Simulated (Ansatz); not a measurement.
Crystal: InPd.

```xyz
2
Lattice="3.2719 0.0000 0.0000 0.0000 3.2719 0.0000 0.0000 0.0000 3.2719" Properties=species:S:1:pos:R:3 pbc="T T T"
In    0.0000    0.0000    0.0000
Pd    1.6359    1.6359    1.6359
```

The cell comes from a database or a generator and needn't be the stable form of this composition.

- Program: Ansatz 0.2.0
- Task: relaxation of cell and atoms
- Functional: PBEsol
- Dispersion: D3(BJ)
- Potentials or basis: Ansatz PAW
- Cutoff: 420 eV (not typed: the program's choice for these potentials)
- k mesh: 8 × 8 × 8
- Occupations: fermi-dirac, width 0.05 eV
- Spin: no spin polarisation

At the start: volume 17.51 Å³/atom.

Task: How do energy, volume and symmetry change on relaxing?

Result: It ends after 4 steps and the volume is 16.50 Å³/atom (-5.8 %); space group Pm-3m (No. 221, to 0.05 Å).

Step by step:
```
step  energy change (eV)  largest force (eV/Å)  volume (Å³)
   1              0.0000                0.0000        35.03
   2             -0.0522                0.0000        33.37
   3             -0.0543                0.0000        33.01
   4             -0.0534                0.0000        33.01
```

Final structure:
```
In Pd
1.0
     3.20775    0.00000    0.00000
     0.00000    3.20775    0.00000
     0.00000    0.00000    3.20775
In Pd
1 1
Direct
  0.00000 0.00000 0.00000
  0.50000 0.50000 0.50000
```

Caveat: the plane-wave basis is chosen anew once the cell has moved, so the energies of steps on either side of that aren't comparable; pairwise dispersion overbinds metals, which lowers pressure and volume; the PAW data sets come from PBE, with cores solved anew for the run's functional, which leaves a small shift of forces and pressure.
